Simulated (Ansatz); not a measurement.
**ZnTe, pressure series**

Base system: ZnTe in the zinc blende structure (space group F-43m, No. 216; a = 6.114 Å).

Cell and atoms are relaxed at each pressure.

Method: Ansatz (a first-principles code), r2SCAN, PAW, cutoff 500 eV, scalar-relativistic without spin-orbit coupling.

Base values:

- Band gap: 1.79 eV

Problem. The aim is a band gap between 1.50 eV and 1.63 eV. Which of these changes reaches it?
A. pressure 30 GPa
B. pressure 3 GPa
C. pressure 15 GPa
D. pressure 100 GPa
E. pressure −2 GPa

Solution. E, pressure −2 GPa. It gives 1.57 eV; pressure 30 GPa gives 1.74 eV; pressure 3 GPa gives 2.06 eV; pressure 100 GPa gives 0.66 eV; pressure 15 GPa gives 2.10 eV. Changes not listed may reach it too

Spin-orbit coupling, missing from the scalar runs, can matter with Te. Load acts through the strain it causes; cell and atoms are relaxed under it. Stability against distortions was not tested. Measured, ZnTe leaves this structure (for cinnabar) near 9.5 GPa (temperature not stated; as listed in Datta, Sujoy, Jana, Debnarayan, arXiv (2020)), on rising pressure, with hysteresis.
